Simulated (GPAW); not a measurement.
Input of a GPAW 26.7.0 run:

File run.py:

```python
from ase import Atoms
from ase.filters import FrechetCellFilter
from ase.io import write
from ase.optimize import BFGS
from ase.units import GPa
from gpaw import GPAW, PW, setup_paths

setup_paths.insert(0, '.')

atoms = Atoms(['Cl', 'Li'],
              cell=[[0.0, 2.56477, 2.56477],
                    [2.56477, 0.0, 2.56477],
                    [2.56477, 2.56477, 0.0]],
              scaled_positions=[[0.5, 0.5, 0.5],
                                [0.0, 0.0, 0.0]],
              pbc=True)

calc = GPAW(mode=PW(800),
            xc='PBEsol',
            kpts={'size': (9, 9, 9), 'gamma': True},
            occupations={'name': 'fermi-dirac', 'width': 0.05},
            nbands=11,
            convergence={'density': 1e-05, 'forces': 0.0001},
            maxiter=150,
            txt='gpaw.txt')
atoms.calc = calc
opt = BFGS(FrechetCellFilter(atoms, scalar_pressure=10 * GPa), trajectory='relax.traj', logfile='-')
done = opt.run(fmax=0.02, steps=60)
calc.write('gs.gpw')
write('result.traj', atoms)
print('Converged:', done)
print('Cell:', atoms.cell.cellpar().round(4))
print('Volume:', round(atoms.get_volume(), 4))
print(atoms.get_scaled_positions().round(5))
```

Potentials or basis: PAW data sets generated in the run's folder for this functional, pw.

Run with:

```bash
$ gpaw-setup -f PBEsol Cl Li
$ OMP_NUM_THREADS=1 python run.py
```

Problem. Estimate the relaxed volume.

Solution. 13.48 Å³/atom.

Problem. What does it give for the space group after relaxing (to 0.05 Å)?

Solution. Fm-3m (No. 225).

Problem. Estimate the relaxed cell.

Solution. a = 3.365 Å, b = 3.365 Å, c = 3.365 Å, α = 60.00°, β = 60.00°, γ = 60.00°.

Step by step:
| step | energy change (eV) | largest force (eV/Å) | pressure (GPa) | volume (Å³) |
| --- | --- | --- | --- | --- |
| 1 | 0.0000 | 0.0000 | -1.17 | 33.74 |
| 2 | -0.0040 | 0.0000 | -0.37 | 32.90 |
| 3 | 0.2241 | 0.0000 | 13.35 | 25.85 |
| 4 | 0.1324 | 0.0000 | 9.46 | 27.14 |
| 5 | 0.1440 | 0.0000 | 9.98 | 26.95 |

Caveat: later steps reuse the first step's grids; the volume moved by over 15 % at a fixed basis, so the end points are rough.
